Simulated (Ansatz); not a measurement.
Zinc-blende ZnTe, treated with HSE06-D3(BJ) (Ansatz, a program for electronic structure, PAW).

Run with plane-wave cutoff 460 eV, 8×8×8 k mesh, Fermi–Dirac smearing 0.01 eV, scalar-relativistic PAW data made under PBE.

Energies at three volumes about the minimum:

```csv
V (Å³/atom),E − E_lowest (meV/atom)
26.799,3.51
27.486,0.00
28.039,1.52
```

Task: Fit a parabola by hand: where is the minimum, what lattice constant follows, and what is the bulk modulus?

Result: Slopes: (0.00 − 3.51)/(27.486 − 26.799) = -5.109 and (1.52 − 0.00)/(28.039 − 27.486) = 2.749 meV/Å³. Curvature E″ = 2 × (2.749 − (-5.109))/(28.039 − 26.799) = 12.674 meV/Å⁶. From the middle of the first interval, the slope vanishes at V0 = 27.1425 − (-5.109)/12.674 = 27.546 Å³/atom. B = V0 E″ = 27.546 × 12.674 meV/Å³ × 0.1602 GPa per meV/Å³ = 55.9 GPa. With 8 atoms in the cube, a = (8 × 27.546)^(1/3) = 6.040 Å. The full Birch–Murnaghan fit to all volumes gives V0 = 27.534 Å³/atom and B0 = 54.8 GPa.

Measured, for comparison: bulk modulus 51 ± 3 GPa (room temperature, not corrected to a static lattice; as tabulated in Determination of phase transition pressures of ZnTe under quasihydrostatic …); lattice constant a 6.104 Å (room temperature, not corrected to a static lattice, our sources range from 6.089 to 6.104; as tabulated in Albrecht et al. (1997), arXiv:cond-mat/9706128). Computed (rounded) less measured: bulk modulus +7 %. A static lattice is as a rule a little smaller and stiffer than an uncorrected measurement, which narrows the difference in the bulk modulus and would widen misses of the other sign.
